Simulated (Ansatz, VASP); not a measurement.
# Nb: VASP beside Ansatz

File INCAR:

```
SYSTEM = Nb
ALGO = Normal ; EDIFF = 1E-8
ENCUT = 520 ; GGA = PE
ISIF = 2 ; ISMEAR = -1
LASPH = .True. ; LCHARG = .False.
LEFG = .True. ; LREAL = .False.
LWAVE = .False. ; NBANDS = 12
NELM = 80 ; PREC = Accurate
SIGMA = 0.08
```

File KPOINTS:

```
k-points
0
Gamma
  13 13 13
  0 0 0
```

POSCAR

```
Nb
1.0
    0.0000000000      2.1256549794      2.0938500000
    2.1256549794      0.0000000000      2.0938500000
    2.1256549794      2.1256549794      0.0000000000
Nb
1
Direct
    0.0000000000      0.0000000000      0.0000000000
```

Input for Ansatz:

```yaml
crystal:
  lattice:
    - [0.0, 2.1256549794, 2.09385]
    - [2.1256549794, 0.0, 2.09385]
    - [2.1256549794, 2.1256549794, 0.0]
  atoms:
    - { symbol: Nb, position: [0.0, 0.0, 0.0] }
kpoints:
  mp_grid: { grid: [13, 13, 13] }
scf:
  occupations: { method: fermi_dirac, width: 0.08 }
hamiltonian:
  xc: pbe
  pseudopotentials: { kind: all_electron, datasets: crystal }
output:
  forces: true
  stress: true
  eigenvalues: true
  efg: { contact_densities: true }
```

Change from the starting cell: z stretched by -1 % at fixed volume, crystal datasets.

Alike in both runs: task electric field gradients; functional PBE; k mesh 13 × 13 × 13; occupations fermi-dirac, width 0.08 eV; no spin polarisation.

|  | VASP | Ansatz |
| --- | --- | --- |
| version | VASP 6.6.1 | Ansatz 0.2.0 |
| potentials or method | VASP PAW PBE potentials, release 64 (Nb_sv) | all-electron PAW with datasets made for the crystal, scalar-relativistic |
| plane-wave cutoff (eV) | 520 | see its input |

Ansatz gave:

| Item | Value |
| --- | --- |
| pressure (GPa) | -1.2 |
| largest component of the traceless stress (GPa) | 2.67 |
| Vzz of the field gradient on the site that differs most (V/Å²) | 9.1 |

Task: Estimate VASP's values.

Result: Pressure (GPa): -1.5; largest component of the traceless stress (GPa): 2.65; Vzz of the field gradient on the site that differs most (V/Å²): 9.0.

Ansatz ran all-electron here, so the differences hold the error of VASP's frozen core and of both bases. Ansatz warned: «gradients_without_spin_orbit».
